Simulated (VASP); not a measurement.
# P (R-3m) in VASP: a series of runs

The runs below take P through single point, with PBEsol.

Everything below comes from runs of VASP 6.6.1. Logs are shortened: lines on timing, memory, paths and dates and some standing lists are left out, and cuts for length are marked.

### 1 The crystal as given

The structure is trigonal, space group R-3m (No. 166). Conventional cell: a = 3.451 Å, b = 3.451 Å, c = 9.389 Å, α = 90.00°, β = 90.00°, γ = 120.00°. P (site symmetry 3m) has 3 P at 2.29 Å as nearest neighbours.

This isn't the form of P at room conditions, which is orthorhombic.

### 2 Single point, PBEsol

The input, INCAR:

```
SYSTEM = P
PREC     = Accurate       ! precision mode
ENCUT    = 500            ! plane-wave cutoff, eV
EDIFF    = 1E-7           ! SCF threshold, eV
ISMEAR   = 0              ! smearing method
SIGMA    = 0.02           ! smearing width, eV
LREAL    = .False.        ! projectors in reciprocal space
LASPH    = .True.         ! aspherical terms in the spheres
NELM     = 60             ! most SCF steps
ALGO     = Normal         ! electronic algorithm
ISIF     = 2              ! what is computed and relaxed
LWAVE    = .False.        ! write WAVECAR
LCHARG   = .False.        ! write CHGCAR
GGA      = PS             ! functional
```

The input, KPOINTS:

```
Automatic mesh
0
Gamma
  9 9 9
  0 0 0
```

The input, POSCAR:

```
P
3.7102
    0.465129960110      0.268542907687      0.843534044553
   -0.465129960110      0.268542907687      0.843534044553
    0.000000000000     -0.537085815347      0.843534044553
P
2
Direct
    0.7729197500      0.7729197500      0.7729197500
    0.2270802500      0.2270802500      0.2270802500
```

Potentials or basis: VASP PAW PBE potentials, release 64 (P).

Command:

```
$ cat potpaw_PBE.64/P/POTCAR > POTCAR
$ mpirun -np 1 vasp_std > vasp.out
```

OUTCAR:

```text
SYSTEM = P
   PREC = Accurate
   ENCUT = 500
   EDIFF = 1E-7
   ISMEAR = 0
   LREAL = .False.
   LASPH = .True.
   NELM = 60
   ISIF = 2
   GGA = PS

 ion  position               nearest neighbor table
   1  0.773  0.773  0.773-   2 2.29   2 2.29   2 2.29   2 2.82   2 2.82   2 2.82
   2  0.227  0.227  0.227-   1 2.29   1 2.29   1 2.29   1 2.82   1 2.82   1 2.82

  LATTYP: Found a trigonal (rhomboedric) cell.
 ALAT       =     3.7102201415
 COS(alpha) =     0.5673129383

  Lattice vectors:

 A1 = (   1.7257251780,   0.9963478961,   3.1296800121)
 A2 = (  -1.7257251780,   0.9963478961,   3.1296800121)
 A3 = (   0.0000000000,  -1.9926957921,   3.1296800121)

Analysis of symmetry for initial positions (statically):
=====================================================================
 Subroutine PRICEL returns:
 Original cell was already a primitive cell.

 Routine SETGRP: Setting up the symmetry group for a
 trigonal (rhombohedral) supercell.

 Subroutine GETGRP returns: Found 12 space group operations
 (whereof 12 operations were pure point group operations)
 out of a pool of 12 trial point group operations.

The static configuration has the point symmetry D_3d.

Analysis of symmetry for dynamics (positions and initial velocities):
=====================================================================
 Subroutine PRICEL returns:
 Original cell was already a primitive cell.

 Routine SETGRP: Setting up the symmetry group for a
 trigonal (rhombohedral) supercell.

 Subroutine GETGRP returns: Found 12 space group operations
 (whereof 12 operations were pure point group operations)
 out of a pool of 12 trial point group operations.

The dynamic configuration has the point symmetry D_3d.

 Subroutine INISYM returns: Found 12 space group operations
 (whereof 12 operations are pure point group operations),
 and found     1 'primitive' translations

----------------------------------------------------------------------------------------

                                     Primitive cell

  volume of cell :      32.2875

  direct lattice vectors                    reciprocal lattice vectors
     1.725725178  0.996347896  3.129680012     0.289733271  0.167277582  0.106507161
    -1.725725178  0.996347896  3.129680012    -0.289733271  0.167277582  0.106507161
     0.000000000 -1.992695792  3.129680012     0.000000000 -0.334555164  0.106507161

  length of vectors
     3.710220141  3.710220141  3.710220141     0.351099605  0.351099605  0.351099605

  position of ions in fractional coordinates (direct lattice)
     0.772919750  0.772919750  0.772919750
     0.227080250  0.227080250  0.227080250

  ion indices of the primitive-cell ions
   primitive index   ion index
                 1           1
                 2           2

----------------------------------------------------------------------------------------

 KPOINTS: Automatic mesh

Automatic generation of k-mesh.
 Grid dimensions read from file:
 generate k-points for:    9    9    9

 Generating k-lattice:

  Cartesian coordinates                     Fractional coordinates (reciprocal lattice)
     0.032192586  0.018586398  0.011834129     0.111111111  0.000000000  0.000000000
    -0.032192586  0.018586398  0.011834129     0.000000000  0.111111111  0.000000000
     0.000000000 -0.037172796  0.011834129    -0.000000000 -0.000000000  0.111111111

  Length of vectors
     0.039011067  0.039011067  0.039011067

  Shift w.r.t. Gamma in fractional coordinates (k-lattice)
     0.000000000  0.000000000  0.000000000

 Subroutine IBZKPT returns following result:
 ===========================================

 Found     85 irreducible k-points:

 Following reciprocal coordinates:
            Coordinates               Weight
  0.000000  0.000000  0.000000      1.000000
  0.111111 -0.000000 -0.000000      6.000000
  0.222222  0.000000 -0.000000      6.000000
  0.333333  0.000000 -0.000000      6.000000
  0.444444  0.000000 -0.000000      6.000000
  0.111111  0.111111 -0.000000      6.000000
[... 42 lines left out ...]
 -0.333333  0.444444  0.111111     12.000000
 -0.222222  0.444444  0.111111     12.000000
 [... further k-points ...]
   k-points           NKPTS =     85   k-points in BZ     NKDIM =     85   number of bands    NBANDS=      9
   number of dos      NEDOS =    301   number of ions     NIONS =      2
   total plane-waves  NPLWV =  21952
   dimension x,y,z NGX =    28 NGY =   28 NGZ =   28
   dimension x,y,z NGXF=    56 NGYF=   56 NGZF=   56
   ions per type =               2
   NGX,Y,Z   is equivalent  to a cutoff of  12.55, 12.55, 12.55 a.u.
   NGXF,Y,Z  is equivalent  to a cutoff of  25.09, 25.09, 25.09 a.u.
 SYSTEM =  P
   PREC   = accura    normal or accurate (medium, high low for compatibility)
   ISTART =      0    job   : 0-new  1-cont  2-samecut
   ICHARG =      2    charge: 1-file 2-atom 10-const
   ISPIN  =      1    spin polarized calculation?
   LNONCOLLINEAR =      F non collinear calculations
   LSORBIT =      F    spin-orbit coupling
   LASPH  =      T    aspherical Exc in radial PAW
   ENCUT  =  500.0 eV  36.75 Ry    6.06 a.u.   6.76  6.76  6.76*2*pi/ulx,y,z
   NELM   =     60;   NELMIN=  2; NELMDL= -5     # of ELM steps
   EDIFF  = 0.1E-06   stopping-criterion for ELM
   LREAL  =      F    real-space projection
   EDIFFG = 0.1E-05   stopping-criterion for IOM
   NSW    =      0    number of steps for IOM
   IBRION =     -1    ionic relax: 0-MD 1-quasi-New 2-CG
   NFREE  =      0    steps in history (QN), initial steepest desc. (CG)
   ISIF   =      2    stress and relaxation
   ISYM   =      2    0-nonsym 1-usesym 2-fastsym
   POTIM  = 0.5000    time-step for ionic-motion
   TEBEG  =    0.0;   TEEND  =   0.0 temperature during run
   PSTRESS=    0.0 pullay stress
   NELECT =      10.0000    total number of electrons
   NUPDOWN=      -1.0000    fix difference up-down
   EMIN   =  10.00;   EMAX   =-10.00  energy-range for DOS
   EFERMI =   0.00;   METHOD = LEGACY
   ISMEAR =     0;   SIGMA  =   0.02  broadening in eV -4-tet -1-fermi 0-gaus
   EFERMI_NEDOS =   21; number of points for ismear=-14 and -15
   IALGO  =     38    algorithm
   IMIX   =      4    mixing-type and parameters
     AMIX     =   0.40;   BMIX     =  1.00
     AMIX_MAG =   1.60;   BMIX_MAG =  1.00
  volume/ion in A,a.u.               =      16.14       108.94
  Fermi-wavevector in a.u.,A,eV,Ry     =   1.107636  2.093128 16.692396  1.226857
  Thomas-Fermi vector in A             =   2.244152
   LORBIT       =      0    0 simple, 1 ext, 2 COOP (PROOUT), +10 PAW based schemes
   GGA     = PS    functional components
   LHFCALC =     F    Hartree Fock is set to
   AEXX    =    0.0000 exact exchange contribution
   IVDW    =     0    specifies the selected vdW correction
   LEPSILON=     F    determine dielectric tensor
   LRPA    =     F    only Hartree local field effects (RPA)
 non-spin polarized calculation
 Gauss-broadening in eV      SIGMA  =   0.02
  energy-cutoff  :      500.00
  volume of cell :       32.29
 maximum number of plane-waves:       831
   NGX = 13   NGY = 13   NGZ = 13

 number of electron      10.0000000 magnetization

 Free energy of the ion-electron system (eV)
  ---------------------------------------------------
  ext. energy  EPLUGINS =         0.00000000
  ---------------------------------------------------
  free energy    TOTEN  =       -11.56130523 eV

  energy without entropy =      -11.56121078  energy(sigma->0) =      -11.56125801

 E-fermi :   8.9675     XC(G=0): -10.8722

 val. band max:        8.9539230515   @ k =   0.4444   0.4444  -0.0000
 cond. band min:       8.9681109758   @ k =   0.3333   0.3333   0.3333
 fundamental gap:      0.0141879243
 Fermi energy:         8.9675166328

 k-point     1 :       0.0000    0.0000    0.0000
  band No.  band energies     occupation
      1      -7.6188      2.00000
      2       5.3235      2.00000
      3       5.7642      2.00000
      4       6.0332      2.00000
      5       6.0332      2.00000
      6      10.2220      0.00000
      7      11.5390      0.00000
      8      11.5390      0.00000
      9      14.6843      0.00000

 k-point     2 :       0.1111   -0.0000   -0.0000
  band No.  band energies     occupation
      1      -7.4184      2.00000
      2       3.7889      2.00000
      3       5.6761      2.00000
      4       5.8767      2.00000
      5       6.7874      2.00000
      6      10.6654      0.00000
      7      11.4794      0.00000
      8      11.5466      0.00000
      9      13.5936      0.00000

 k-point     3 :       0.2222    0.0000   -0.0000
  band No.  band energies     occupation
      1      -6.8215      2.00000
      2       1.5926      2.00000
      3       5.4681      2.00000
      4       5.5470      2.00000
      5       7.4574      2.00000
      6      10.3204      0.00000
      7      10.7857      0.00000
      8      10.9291      0.00000
      9      14.1043      0.00000

 k-point     4 :       0.3333    0.0000   -0.0000
  band No.  band energies     occupation
      1      -5.8458      2.00000
      2      -0.5999      2.00000
      3       5.2509      2.00000
      4       5.4305      2.00000
      5       7.8959      2.00000
      6       9.4385      0.00000
      7       9.8126      0.00000
      8       9.9670      0.00000
      9      15.4047      0.00000
[... 397 lines left out ...]
 k-point    38 :      -0.3333    0.2222    0.1111
  band No.  band energies     occupation
      1      -4.0790      2.00000
      2      -2.4094      2.00000
      3       3.3795      2.00000
      4       3.9074      2.00000
      5       7.1922      2.00000
      6       9.3744      0.00000
      7      11.4307      0.00000
      8      11.9462      0.00000
      9      15.2276      0.00000

 k-point    39 :      -0.2222    0.2222    0.1111
  band No.  band energies     occupation
      1      -5.2883      2.00000
      2      -0.7790      2.00000
      3       3.3957      2.00000
      4       5.0304      2.00000
      5       6.5303      2.00000
      6       9.8430      0.00000
      7      10.9228      0.00000
      8      11.5843      0.00000
      9      14.7896      0.00000

 k-point    40 :      -0.1111    0.2222    0.1111
  band No.  band energies     occupation
      1      -6.2865      2.00000
      2       0.9872      2.00000
      3       3.8791      2.00000
      4       5.6399      2.00000
      5       6.4550      2.00000
      6      10.1381      0.00000
      7      11.0783      0.00000
      8      11.6540      0.00000
      9      13.7202      0.00000

 [... further k-points ...]
[... 5 lines left out ...]
  --------------------------------------------------------------------------------------
  -------------------------------------------------------------------------------------
  Total       -0.2590847     -0.2590847     -0.6533036      0.0000000     -0.0000000      0.0000000
  in kB      -12.8563755    -12.8563755    -32.4184158      0.0000000     -0.0000000      0.0000000
  external PRESSURE =     -19.3770556 kB  Pullay stress =       0.0000000 kB

 VOLUME and BASIS-vectors are now :
 -----------------------------------------------------------------------------
  energy-cutoff  :      500.00
  volume of cell :       32.29
      direct lattice vectors                 reciprocal lattice vectors
     1.725725178  0.996347896  3.129680012     0.289733271  0.167277582  0.106507161
    -1.725725178  0.996347896  3.129680012    -0.289733271  0.167277582  0.106507161
     0.000000000 -1.992695792  3.129680012     0.000000000 -0.334555164  0.106507161

 POSITION                                       TOTAL-FORCE (eV/Angst)
 -----------------------------------------------------------------------------------
      0.00000      0.00000      7.25697         0.000000     -0.000000     -0.193995
      0.00000      0.00000      2.13207         0.000000      0.000000      0.193995
 -----------------------------------------------------------------------------------
    total drift:                                0.000000     -0.000000     -0.000000

  FREE ENERGIE OF THE ION-ELECTRON SYSTEM (eV)
  ---------------------------------------------------
  free  energy   TOTEN  =       -11.5613052305 eV

  energy  without entropy=      -11.5612107842  energy(sigma->0) =      -11.56125801
```

It took 13 s on 1 thread of AMD EPYC 9R45 (Zen 5), shared host; peak memory 0.12 GiB.

What came out:

```
Free energy            : -11.5613 eV
Pressure               : -1.9 GPa
Largest force          : 0.194 eV/Å
Band gap on the k mesh : none (metal or under the smearing width)
```

Forces on the atoms (eV/Å):
```
P    0.000  0.000 -0.194
P    0.000  0.000  0.194
```

Caveat: the PAW data sets were made with another functional, which shifts forces and pressure a little.

### 3 Single point, PBEsol

The input, run.py:

```python
from ase import Atoms
from ase.calculators.vasp import Vasp
from ase.dft.bandgap import bandgap

atoms = Atoms(
    ['P', 'P'],
    cell=[[1.725725178, 0.9963478961, 3.1296800121], [-1.725725178, 0.9963478961, 3.1296800121], [0.0, -1.9926957921, 3.1296800121]],
    scaled_positions=[[0.77291975, 0.77291975, 0.77291975], [0.22708025, 0.22708025, 0.22708025]],
    pbc=True,
)
calc = Vasp(
    directory='calc',
    xc='pbesol',
    pp='PBE',
    setups='minimal',
    prec='Accurate',
    encut=500,
    ediff=1e-06,
    ismear=0,
    sigma=0.02,
    lreal=False,
    lasph=True,
    nelm=80,
    algo='Normal',
    isif=2,
    lwave=False,
    lcharg=True,
    lelf=True,
    lvhar=True,
    kpts=[9, 9, 9],
    gamma=True,
)
atoms.calc = calc

print('energy (eV):', atoms.get_potential_energy())
print('free energy (eV):', atoms.get_potential_energy(force_consistent=True))
print('forces (eV/A):')
print(atoms.get_forces())
print('stress (eV/A^3, Voigt):', atoms.get_stress())
print('Fermi level (eV):', calc.get_fermi_level())
gap, top, bottom = bandgap(calc)
print('band gap (eV):', gap, 'from (spin, k, band)', top, 'to', bottom)
```

Potentials or basis: VASP PAW PBE potentials, release 64 (P).

Command:

```
$ python run.py
```

Run time: 13 s. Hardware: 1 thread of AMD EPYC 9R45 (Zen 5), shared host; peak memory 0.13 GiB.

It converged, with:

```
Free energy            : -11.5613 eV
Pressure               : -1.9 GPa
Largest force          : 0.194 eV/Å
Band gap on the k mesh : none (metal or under the smearing width)
```

Forces on the atoms (eV/Å):
```
P    0.000  0.000 -0.194
P    0.000  0.000  0.194
```

Stress tensor (GPa, compression positive):
```
-1.28  0.00  0.00
 0.00 -1.28  0.00
 0.00  0.00 -3.24
```

Levels at points of the mesh, in eV from the Fermi level:
```
           k point  band 2  band 3  band 4  band 5  band 6  band 7  band 8  band 9
(0.00, 0.00, 0.00)   -3.64   -3.20   -2.93   -2.93    1.25    2.57    2.57    5.72
```

Caveat: the PAW data sets were made with another functional, which shifts forces and pressure a little.
